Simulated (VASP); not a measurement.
# Ga11P12 (a cell with a defect) in VASP: settings compared, part 2 of 2

VASP 6.6.1.

**3. Single point, PBEsol, collinear spin, ferromagnetic start**

Contents of INCAR:

```
SYSTEM = Ga11P12
PREC     = Accurate       ! precision mode
ENCUT    = 350            ! plane-wave cutoff, eV
EDIFF    = 1E-5           ! SCF threshold, eV
ISMEAR   = 0              ! smearing method
SIGMA    = 0.03           ! smearing width, eV
LREAL    = Auto         
LASPH    = .TRUE.         ! aspherical terms in the spheres
NELM     = 120            ! most SCF steps
ALGO     = Normal         ! electronic algorithm
ISIF     = 2              ! what is computed and relaxed
LWAVE    = .FALSE.        ! write WAVECAR
LCHARG   = .FALSE.        ! write CHGCAR
ISPIN    = 2              ! spin polarisation
MAGMOM   = 0 0 0 0 0 0 0 0 0 0 0 0.75 0.75 0.75 0 0 0 0 0 0.75 0 0 0 ! initial moments
LORBIT   = 11             ! projections on sites
NUPDOWN  = 3              ! fixed moment
GGA      = PS             ! functional
NBANDS   = 122            ! bands
ISYM     = 0
```

Contents of KPOINTS:

```
Automatic mesh
0
G
  2 3 3
  0 0 0
```

Contents of POSCAR:

```
Ga11P12                                 
1.0
    0.0000000000      8.1757500000      8.1757500000
    5.4505000000      0.0000000000      5.4505000000
    5.4505000000      5.4505000000      0.0000000000
  Ga              P             
    11    12
Direct
     0.0049962350521975    0.0005466635744302    0.4963027799103552
     0.0056005411156901    0.4926768988979908    0.0054275790709588
     0.0053935454476208    0.4915275704675995    0.4950138243511547
     0.3270529553863658    0.0022465274306589    0.0042123411517841
     0.3264729787555602    0.0027836739409821    0.5029080045789088
     0.3269296542634373    0.5019474655313507    0.0035053403915202
     0.3318157234781057    0.4993196712043473    0.5009116457294257
     0.6700324496920042    0.9999293716113237    0.0003095481196463
     0.6687080709160714    0.9995830436267876    0.4946940048447465
     0.6692302610150549    0.4944400013014857    0.0003911154173105
     0.6668010391312794    0.4987811081917342    0.4997693128437716
     0.0783517717097210    0.1181730452375841    0.1215734937677480
     0.0783134519720560    0.1175525982190853    0.6436436667772738
     0.0787290819266794    0.6416711717444653    0.1207962124974695
     0.0832741254740589    0.6221105858107598    0.6265445924252838
     0.4182688908587721    0.1237472933513714    0.1247049871362190
     0.4178340668552503    0.1219615968519396    0.6246164943535176
     0.4183438852853422    0.6228317919284964    0.1235895185330943
     0.4178055204152427    0.6242674666311819    0.6248587498912251
     0.7602831384806980    0.1194686160465825    0.1197137401872342
     0.7532912625269799    0.1214285438140595    0.6234266244828430
     0.7539163519343272    0.6227803618095663    0.1224525492594498
     0.7536179983074903    0.6224259327762173    0.6233408742790528
```

Potentials or basis: VASP PAW PBE potentials, release 64 (Ga_d, P).

Launch:

```
$ cat potpaw_PBE.64/Ga_d/POTCAR potpaw_PBE.64/P/POTCAR > POTCAR
$ mpirun -np 1 vasp_std > vasp.out
```

OUTCAR:

```text
SYSTEM = Ga11P12
   PREC = Accurate
   ENCUT = 350
   EDIFF = 1E-5
   ISMEAR = 0
   LREAL = Auto
   LASPH = .TRUE.
   NELM = 120
   ISIF = 2
   ISPIN = 2
   LORBIT = 11
   NUPDOWN = 3
   GGA = PS
   ISYM = 0

 ion  position               nearest neighbor table
   1  0.005  0.001  0.496-  13 2.36  12 2.36  21 2.38  15 2.38
   2  0.006  0.493  0.005-  14 2.36  12 2.36  22 2.38  15 2.39
   3  0.005  0.492  0.495-  13 2.36  14 2.36  23 2.38  15 2.39
   4  0.327  0.002  0.004-  12 2.35  16 2.39  18 2.39  17 2.39
   5  0.326  0.003  0.503-  13 2.35  17 2.38  16 2.38  19 2.38
   6  0.327  0.502  0.004-  14 2.35  18 2.38  16 2.38  19 2.38
   7  0.332  0.499  0.501-  15 2.35  18 2.37  17 2.38  19 2.38
   8  0.670  1.000  0.000-  20 2.36  21 2.37  22 2.37  16 2.38
[... 2551 lines left out ...]
      2.75627      5.41026      2.68433        -0.051549      0.098109      0.057583
      2.75497      2.69200      5.40876        -0.049143      0.062967      0.097403
[... 15 lines left out ...]
      4.06189      6.83126      9.55830         0.098844     -0.102573     -0.083366
      6.79005      9.55891      9.55392         0.042461     -0.019190     -0.022326
 -----------------------------------------------------------------------------------
    total drift:                               -0.006040      0.001317     -0.003938

  FREE ENERGIE OF THE ION-ELECTRON SYSTEM (eV)
  ---------------------------------------------------
  free  energy   TOTEN  =      -110.9000932789 eV

  energy  without entropy=     -110.8966484604  energy(sigma->0) =     -110.89837087

 total charge

# of ion       s       p       d       tot
------------------------------------------
    1        0.871   0.832  10.006  11.708
    2        0.871   0.831  10.006  11.708
    3        0.870   0.833  10.006  11.709
    4        0.871   0.824  10.004  11.699
    5        0.869   0.833  10.005  11.707
    6        0.869   0.832  10.005  11.706
[... 15 lines left out ...]
   22        1.024   1.487   0.000   2.511
   23        1.023   1.488   0.000   2.511
--------------------------------------------------
tot         21.986  26.661 110.060 158.706

 magnetization (x)

# of ion       s       p       d       tot
------------------------------------------
    1       -0.003   0.019   0.011   0.026
    2       -0.003   0.019   0.011   0.026
    3       -0.004   0.016   0.011   0.023
    4       -0.002   0.022   0.010   0.029
    5       -0.002   0.012   0.009   0.019
    6       -0.002   0.012   0.009   0.019
[... 15 lines left out ...]
   22        0.001   0.046   0.000   0.048
   23        0.001   0.043   0.000   0.044
--------------------------------------------------
tot          0.060   1.459   0.101   1.619
```

OSZICAR:

```text
N       E                     dE             d eps       ncg     rms          rms(c)
DAV:   1     0.199312459409E+04    0.19931E+04   -0.67067E+04  5000   0.191E+03
DAV:   2     0.284162986946E+03   -0.17090E+04   -0.16573E+04  5320   0.548E+02
DAV:   3    -0.733057624542E+02   -0.35747E+03   -0.33080E+03  5776   0.185E+02
DAV:   4    -0.111561909099E+03   -0.38256E+02   -0.37471E+02  6212   0.578E+01
DAV:   5    -0.113385709139E+03   -0.18238E+01   -0.18095E+01  7192   0.136E+01    0.136E+01
DAV:   6    -0.111231227366E+03    0.21545E+01   -0.50213E+00  7328   0.156E+01    0.798E+00
DAV:   7    -0.110893706851E+03    0.33752E+00   -0.23915E+00  5784   0.551E+00    0.304E+00
DAV:   8    -0.110896220301E+03   -0.25134E-02   -0.42951E-01  5784   0.541E+00    0.154E+00
DAV:   9    -0.110900029932E+03   -0.38096E-02   -0.11191E-01  6096   0.193E+00    0.471E-01
DAV:  10    -0.110899084498E+03    0.94543E-03   -0.23098E-02  5848   0.132E+00    0.252E-01
DAV:  11    -0.110899716950E+03   -0.63245E-03   -0.73163E-03  5632   0.751E-01    0.133E-01
DAV:  12    -0.110899907357E+03   -0.19041E-03   -0.21635E-03  6286   0.326E-01    0.762E-02
DAV:  13    -0.110900021997E+03   -0.11464E-03   -0.66543E-04  5472   0.329E-01    0.436E-02
DAV:  14    -0.110900071291E+03   -0.49293E-04   -0.21885E-04  5956   0.147E-01    0.193E-02
DAV:  15    -0.110900090359E+03   -0.19068E-04   -0.10823E-04  5328   0.788E-02    0.993E-03
DAV:  16    -0.110900093279E+03   -0.29202E-05   -0.31708E-05  3936   0.644E-02
   1 F= -.11090009E+03 E0= -.11089837E+03  d E =-.344482E-02  mag=     3.0000
```

It took 11 min on 1 thread of Intel Xeon 6975P-C (Granite Rapids), shared host; peak memory 0.77 GiB.

Results:

```
Free energy                                           : -110.9001 eV
Pressure                                              : -2.3 GPa
Largest force                                         : 0.217 eV/Å
Net moment                                            : 3.00 μB per cell
Site moments                                          : Ga +0.03, +0.02, +0.01; P +0.24, +0.25, +0.04, +0.09, +0.06, +0.23, +0.05 μB
Valence electrons inside the program's atomic spheres : Ga 11.71, 11.70; P 2.46, 2.51, 2.50
```

Forces on the atoms (eV/Å):
```
Ga  -0.084  0.013  0.011
Ga  -0.097 -0.019  0.022
Ga   0.085 -0.005  0.014
Ga  -0.121  0.051  0.057
Ga  -0.052  0.098  0.058
Ga  -0.049  0.063  0.097
Ga  -0.091  0.055  0.048
Ga  -0.027  0.099  0.087
Ga  -0.070  0.003  0.075
Ga  -0.070  0.074 -0.007
Ga  -0.087  0.079  0.080
P    0.067  0.022  0.024
P   -0.016 -0.065  0.032
P   -0.016  0.029 -0.071
P    0.077 -0.040 -0.032
P    0.095 -0.137 -0.139
P    0.087 -0.004 -0.046
P    0.086 -0.055 -0.010
P    0.088 -0.077 -0.094
P   -0.042  0.007 -0.002
P    0.095 -0.071 -0.097
P    0.099 -0.103 -0.083
P    0.042 -0.019 -0.022
```

Stress tensor (GPa, compression positive):
```
-2.47 -0.03 -0.02
-0.03 -2.16  0.16
-0.02  0.16 -2.17
```

Caveat: the cutoff is under 1.25 times the usual one of these potentials, so pressure, stress and relaxed cells hold a basis-set (Pulay) error; the PAW data sets were made with another functional, which shifts forces and pressure a little; the total moment is fixed, so each spin has its own Fermi level.

**4. Single point, PBEsol, collinear spin, ferromagnetic start**

INCAR: that of step 3 with these lines changed.

```diff
@@ -14,5 +14,5 @@
 ISPIN    = 2              ! spin polarisation
-MAGMOM   = 0 0 0 0 0 0 0 0 0 0 0 0.75 0.75 0.75 0 0 0 0 0 0.75 0 0 0 ! initial moments
+MAGMOM   = 0 0 0 0 0 0 0 0 0 0 0 0.25 0.25 0.25 0 0 0 0 0 0.25 0 0 0 ! initial moments
 LORBIT   = 11             ! projections on sites
-NUPDOWN  = 3              ! fixed moment
+NUPDOWN  = 1              ! fixed moment
 GGA      = PS             ! functional
```

Contents of KPOINTS:

```
Automatic mesh
0
G
  2 2 2
  0 0 0
```

POSCAR is that of step 3.

Launch:

```
$ cat potpaw_PBE.64/Ga_d/POTCAR potpaw_PBE.64/P/POTCAR > POTCAR
$ mpirun -np 1 vasp_std > vasp.out
```

Wall time 9.6 min (1 thread of Intel Xeon 6975P-C (Granite Rapids), shared host); peak memory 0.72 GiB.

Results (log left out):

| Property | Result |
| --- | --- |
| Free energy | -110.7780 eV |
| Pressure | -2.4 GPa |
| Largest force | 0.348 eV/Å |
| Net moment | 1.00 μB per cell |
| Site moments | Ga +0.01, +0.00; P +0.10, +0.09, -0.00, +0.03, +0.01, +0.00 μB |
| Valence electrons inside the program's atomic spheres | Ga 11.71, 11.70, 11.72; P 2.45, 2.52, 2.50, 2.51, 2.46 |

Forces on the atoms (eV/Å):
```
Ga  -0.005 -0.030 -0.250
Ga  -0.020 -0.285 -0.018
Ga   0.346 -0.036 -0.018
Ga  -0.231  0.030  0.032
Ga  -0.029  0.140  0.013
Ga  -0.027  0.018  0.139
Ga  -0.092  0.106  0.103
Ga  -0.097  0.088  0.078
Ga  -0.091  0.053  0.089
Ga  -0.093  0.088  0.043
Ga  -0.079  0.111  0.117
P    0.040  0.090  0.088
P   -0.116  0.051  0.079
P   -0.117  0.073  0.047
P    0.035 -0.031 -0.025
P    0.099 -0.112 -0.115
P    0.132 -0.061 -0.047
P    0.134 -0.057 -0.067
P    0.035 -0.105 -0.127
P    0.041  0.038  0.030
P    0.068 -0.084 -0.036
P    0.073 -0.038 -0.102
P   -0.005 -0.047 -0.053
```

Stress tensor (GPa, compression positive):
```
-2.19  0.01  0.02
 0.01 -2.54 -0.08
 0.02 -0.08 -2.55
```

Caveat: the k mesh is coarse (spacing up to 0.50 Å⁻¹), so the values aren't converged; the cutoff is under 1.25 times the usual one of these potentials, so pressure, stress and relaxed cells hold a basis-set (Pulay) error; the PAW data sets were made with another functional, which shifts forces and pressure a little; the total moment is fixed, so each spin has its own Fermi level.

**5. Summary**

| level | potentials or basis | fixed moment (μB) | k mesh | mesh quality | pressure (GPa) | moment (μB) | largest force (eV/Å) |
| --- | --- | --- | --- | --- | --- | --- | --- |
| LDA | VASP PAW LDA potentials, release 64 (Ga_d, P) | 3 | 2 × 2 × 2 | coarse | -4.1 | 3.00 | 0.10 |
| PBEsol | VASP PAW PBE potentials, release 64 (Ga_d, P) | 3 | 2 × 3 × 3 | not flagged | -2.3 | 3.00 | 0.22 |
| PBEsol | VASP PAW PBE potentials, release 64 (Ga_d, P) | 1 | 2 × 2 × 2 | coarse | -2.4 | 1.00 | 0.35 |

Alike in all rows: task single point; spin collinear, ferromagnetic start; cell as given; cutoff (eV) 350; smearing gaussian 0.03 eV.

Caveats: some runs use coarse meshes; the cutoff is under 1.25 times the usual one of these potentials, so pressure, stress and relaxed cells hold a basis-set (Pulay) error; the total moment is fixed, so each spin has its own Fermi level; the PAW data sets were made with another functional, which shifts forces and pressure a little (some runs).

Total energies depend on the potentials used, so only differences within one code and one set of settings carry meaning.
